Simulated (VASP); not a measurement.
Write the native input for VASP 6.6.1 that does the following.

```yaml
Task: relaxation of cell and atoms
Functional: r2SCAN
Potentials_or_basis: VASP PAW PBE potentials, release 64 (B, N)
Cutoff: 600 eV
k_mesh: 12 × 12 × 4
Occupations: gaussian, width 0.02 eV
Spin: no spin polarisation
Dipole_correction: no
Further_INCAR_settings: ALGO = Normal; EDIFF = 1e-06; IBRION = 2; EDIFFG = -0.002; NSW = 100; ISIF = 3
```

Crystal: BN (scan).

```
B N
1.0
     2.49824    0.00000    0.00000
    -1.24912    2.16354    0.00000
     0.00000    0.00000    6.63570
B N
2 2
Direct
  0.33333 0.66667 0.25000
  0.66667 0.33333 0.75000
  0.33333 0.66667 0.75000
  0.66667 0.33333 0.25000
```

These files were run (other wordings do the same):

POSCAR

```
BN
1.0
    2.4982400000      0.0000000000      0.0000000000
   -1.2491200000      2.1635393048      0.0000000000
    0.0000000000      0.0000000000      6.6357000000
B N
2 2
Direct
    0.3333333333      0.6666666667      0.2500000000
    0.6666666667      0.3333333333      0.7500000000
    0.3333333333      0.6666666667      0.7500000000
    0.6666666667      0.3333333333      0.2500000000
```

INCAR.step1

```
SYSTEM = BN
ALGO = Normal ; EDIFF = 1E-4
ENCUT = 600 ; GGA = PE
ISMEAR = 0 ; LASPH = .TRUE.
LCHARG = .FALSE. ; LREAL = .FALSE.
LWAVE = .TRUE. ; NELM = 100
PREC = Accurate ; SIGMA = 0.02
```

INCAR.step2

```
SYSTEM = BN
ALGO = Normal ; EDIFF = 1E-6
EDIFFG = -0.002 ; ENCUT = 600
IBRION = 2 ; ISIF = 3
ISMEAR = 0 ; ISTART = 1
LASPH = .TRUE. ; LCHARG = .FALSE.
LMIXTAU = .TRUE. ; LREAL = .FALSE.
LWAVE = .FALSE. ; METAGGA = R2SCAN
NELM = 100 ; NSW = 100
PREC = Accurate ; SIGMA = 0.02
```

KPOINTS

```
k-points
0
G
  12 12 4
  0 0 0
```

Potentials or basis: VASP PAW PBE potentials, release 64 (B, N).

The run is started by

```sh
$ cat potpaw_PBE.64/B/POTCAR potpaw_PBE.64/N/POTCAR > POTCAR
$ cp INCAR.step1 INCAR
$ mpirun -np 1 vasp_std > vasp.out
$ cp INCAR.step2 INCAR
$ mpirun -np 1 vasp_std > vasp.out
```

Results of the run:

```yaml
Relaxed_volume: 9.28 Å³/atom
Relaxed_cell: a = 2.503 Å, b = 2.503 Å, c = 6.841 Å, α = 90.00°, β = 90.00°, γ = 120.00°
Space_group_after_relaxing_to_0.05_Å: P6_3/mmc (No. 194)
Energy_gained_by_relaxing: 0.9 meV/atom
Ionic_steps: 11
Pressure_after_relaxing: 0.0 GPa
Band_gap_on_the_k_mesh: 4.92 eV, indirect (least direct gap 5.37 eV)
```

Caveat: the PAW data sets were made with another functional, which shifts forces and pressure a little.

Run time: 6.1 min on 1 thread of Intel(R) Xeon(R) 6975P-C (Granite Rapids), on a shared host, peak memory 0.17 GiB.
